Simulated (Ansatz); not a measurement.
# BiTe: a film clamped to a substrate

All numbers below come from DFT PBE, scalar-relativistic, plane waves, PAW in Ansatz 0.2.0. Cutoff 420 eV, Γ-centred 16×16×16 k-points, Gaussian smearing of 0.15 eV. Spin–orbit coupling is left out, which matters for the heavy elements here. No spin polarisation. Energies are free energies at this smearing, counted from the undisturbed cell; pressure is positive in compression.

Zero of the scan (relaxed at this level; it needn't be the usual structure):

```xyz
2
Lattice="0.0000 3.2512 3.2512 3.2512 0.0000 3.2512 3.2512 3.2512 0.0000" Properties=species:S:1:pos:R:3 pbc="T T T"
Bi    0.0000    0.0000    0.0000
Te    3.2512    3.2512    3.2512
```

The cell (2 atoms, V0 = 68.73 Å³) is strained by p along both x and y and by q along z, fractional coordinates fixed. τp = (1/V0) ∂E/∂p = (σxx + σyy)(1 + p)(1 + q) and τq = (1/V0) ∂E/∂q = σzz(1 + p)², with tension positive.

```
     p q  ΔE (meV/atom)  τp (GPa)  τq (GPa)
 0.000   0.000           0.00     -0.07     -0.03
-0.015   0.000           6.34     -3.99     -0.66
 0.015   0.000           5.24      3.24      0.59
 0.000  -0.015           2.61     -0.72     -1.63
 0.000   0.015           2.16      0.53      1.34
```

Q: Get the second derivatives of the energy density.

A: Central differences give A = ∂τp/∂p = 241 GPa (C11 + C22 + 2 C12), C = ∂τq/∂q = 99 GPa (C33) and the cross term B = ∂τq/∂p = 42 GPa (C13 + C23); ∂τp/∂q = 42 GPa must equal B, and any difference shows higher-order terms. The ions are clamped. In a cubic crystal C11 = C = 99, C12 = B/2 = 20.8 GPa and A should be 2(C11 + C12) = 240 GPa; the bulk modulus is (C11 + 2 C12)/3 = 47 GPa.

Q: A film of this crystal grows with z along the normal on a substrate that imposes p. How does its thickness respond, and what does the misfit cost?

A: Count p and q from the stress-free cell. A free surface needs τq = 0, so q = −(B/C) p = -0.42 p. The energy density left is (A − B²/C) p²/2 = M p², with the biaxial modulus M = 112 GPa; a misfit of 1 % costs 2.40 meV/atom, against 2.58 meV/atom if the thickness were held.

At p = -0.030 the energies along q are 46.2 (q = -0.030), 33.3 (q = -0.015), 26.5 (q = 0.000), 24.7 (q = 0.015), 27.1 (q = 0.030) meV/atom.

Q: Does the linear rule hold at this misfit?

A: A parabola through the lowest point and its neighbours has its minimum at q = 0.014, 24.7 meV/atom. With the stress left in the starting cell, τp0 and τq0, linear elasticity gives q = −(τq0 + Bp)/C = 0.013 and E = V0(τp0 p + τq0 q + Ap²/2 + Bpq + Cq²/2)/N = 21.9 meV/atom. The energies differ by more than a tenth, so the quadratic law fails here: the gap holds the anharmonic part, with some error from the wide steps. Cubic terms also shift the vertex of so wide a parabola.

In a metal these slopes depend on the k mesh and the smearing.

The crystal is stiff along its cube axes but couples them weakly: C11 is 99 GPa, C12 only 20.8 GPa. This fits rocksalt-like bonding through p orbitals, where straight Bi–Te chains resist stretching directly while perpendicular chains interact less. The thickness therefore recovers only a small part of the area change, far from conserving volume, and freeing it lowers the cost of a 1 % misfit merely from 2.58 to 2.40 meV/atom.

Clamping the ions costs nothing here, since both sit at inversion centres that these strains preserve. The excess energy at larger compression follows from the steepening of short-range repulsion; the in-plane stress also changes more on compression than on equal stretching. A softer response to tensile misfit is thus likely.

BiTe normally forms a layered structure containing bismuth bilayers, whose weaker interlayer contacts should give a different, more anisotropic response, so these moduli shouldn't be carried over to it. Nor do axial strains test whether the cubic film resists shear or off-centre displacements of its atoms.
